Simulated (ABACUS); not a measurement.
**MnO: single point with PBE**

The system is MnO.

```
Mn O
1.0
     0.00000    2.22391    2.22391
     2.22391    0.00000    2.22391
     2.22391    2.22391    0.00000
Mn O
1 1
Direct
  0.98735 0.99248 0.01714
  0.50496 0.51195 0.49104
```

The cell is a database's computed one.

The cell isn't the ideal one: atoms moved at random, drawn with an rms of 0.05 Å.

```yaml
Program: ABACUS 3.10.1
Task: single point
Functional: PBE
Potentials_or_basis: PseudoDojo NC SR 0.4.1 PBE standard
Cutoff: 1361 eV
Density_cutoff: 5442 eV
Basis: DZP LCAO (the cutoffs set its grid)
k_mesh: 10 × 10 × 10
Occupations: fermi-dirac, width 0.05 eV
Spin: collinear spin, ferromagnetic start
Starting_moments: "[4.0, 0.0] μB"
Orbital_files: Mn Mn_confined-atom_7au_3s2p2d1f.orb, O O_confined-atom_6au_2s2p1d.orb
Radial_cutoff_of_the_potentials_pseudo_rcut: 10 bohr
SCF_threshold_on_the_density: 1e-07
Max_SCF_steps: 100
Eigensolver: genelpa
Mixing: broyden
Mixing_share: 0.4
Symmetry_key: 1
```

| Quantity | Value |
| --- | --- |
| Pressure | 1.4 GPa |
| Largest force | 0.316 eV/Å |
| Band gap on the k mesh | none (metal or under the smearing width) |
| Net moment | 4.83 μB per cell |
| Absolute moment | 4.83 μB per cell |
| Site moments | Mn +4.72; O +0.10 μB |
| Mulliken charges | Mn +0.61; O -0.61 e |

Forces on the atoms (eV/Å):
```
Mn  -0.050 -0.064  0.305
O    0.050  0.064 -0.305
```

Stress tensor (GPa, compression positive):
```
 0.98 -0.01  0.06
-0.01  1.00  0.07
 0.06  0.07  2.20
```

Run time: 33 s on 4 MPI ranks on INTEL(R) XEON(R) PLATINUM 8581C CPU @ 2.10GHz (Emerald Rapids) (shared host), peak memory 0.72 GiB a rank.

Caveat: the atomic orbitals were generated for these runs and aren't a published set; Mulliken charges move with the basis; the basis of atomic orbitals isn't converged, which shifts pressures, moduli and gaps; a cell with one magnetic atom can't hold antiferromagnetic order, which such compounds often take; semilocal functionals often make such compounds metallic where correlation or magnetic order opens a gap, which also shifts bond lengths.
